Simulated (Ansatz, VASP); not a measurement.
## Se: VASP beside Ansatz

Contents of INCAR:

```
SYSTEM = Se
PREC     = Accurate       ! precision mode
ENCUT    = 520            ! plane-wave cutoff, eV
EDIFF    = 1E-6           ! SCF threshold, eV
ISMEAR   = 0              ! smearing method
SIGMA    = 0.05           ! smearing width, eV
LREAL    = .False.        ! projectors in reciprocal space
LASPH    = .True.         ! aspherical terms in the spheres
NELM     = 80             ! most SCF steps
ALGO     = Normal         ! electronic algorithm
ISIF     = 2              ! what is computed and relaxed
LWAVE    = .False.        ! write WAVECAR
LCHARG   = .False.        ! write CHGCAR
GGA      = PE             ! functional
IVDW     = 12             ! dispersion correction
NBANDS   = 16             ! bands
```

File KPOINTS:

```
regular mesh
0
Gamma
  12 12 8
  0 0 0
```

The input POSCAR:

```
Se
1.0
    4.1970040054      0.0000000000      0.0000000000
   -2.0985020027      3.6347120884      0.0000000000
    0.0000000000      0.0000000000      4.6893125752
Se
3
Direct
    0.2473450684      0.0000000000      0.3333333333
    0.0000000000      0.2473450684      0.6666666667
    0.7526549316      0.7526549316      0.0000000000
```

Input for Ansatz:

```yaml
crystal:
  lattice:
    - [4.1970040054, 0.0, 0.0]
    - [-2.0985020027, 3.6347120884, 0.0]
    - [0.0, 0.0, 4.6893125752]
  atoms:
    - { symbol: Se, position: [0.2473450684, 0.0, 0.3333333333] }
    - { symbol: Se, position: [0.0, 0.2473450684, 0.6666666667] }
    - { symbol: Se, position: [0.7526549316, 0.7526549316, 0.0] }
basis:
  ecutwfc: 420
kpoints:
  mp_grid: { grid: [12, 12, 8] }
hamiltonian:
  xc: pbe
  dispersion: d3bj
scf:
  occupations: { method: gaussian, width: 0.05 }
output:
  forces: true
  stress: true
  eigenvalues: true
```

Alike in both runs: task single point; functional PBE; dispersion D3(BJ); k mesh 12 × 12 × 8; occupations gaussian, width 0.05 eV; no spin polarisation.

|  | VASP | Ansatz |
| --- | --- | --- |
| version | VASP 6.6.1 | Ansatz 0.2.0 |
| potentials or method | VASP PAW PBE potentials, release 64 (Se) | scalar-relativistic, plane waves, PAW |
| plane-wave cutoff (eV) | 520 | 420 |
| valence electrons in the cell | 18 | 48 |

```tsv
	VASP	Ansatz	Ansatz less VASP
gap on the k mesh at the Fermi level (eV)	0.29	0.29	0.000
least direct gap on the mesh (eV)	1.41	1.42	+0.005
pressure (GPa)	4.5	4.3	-0.16
largest component of the traceless stress (GPa)	3.56	3.53	-0.037
rms of the force components (eV/Å)	0.226	0.207	-0.0188
```

Atom by atom the forces differ by 0.019 eV/Å (rms over components). The two sets of potentials don't hold the same shells in valence.
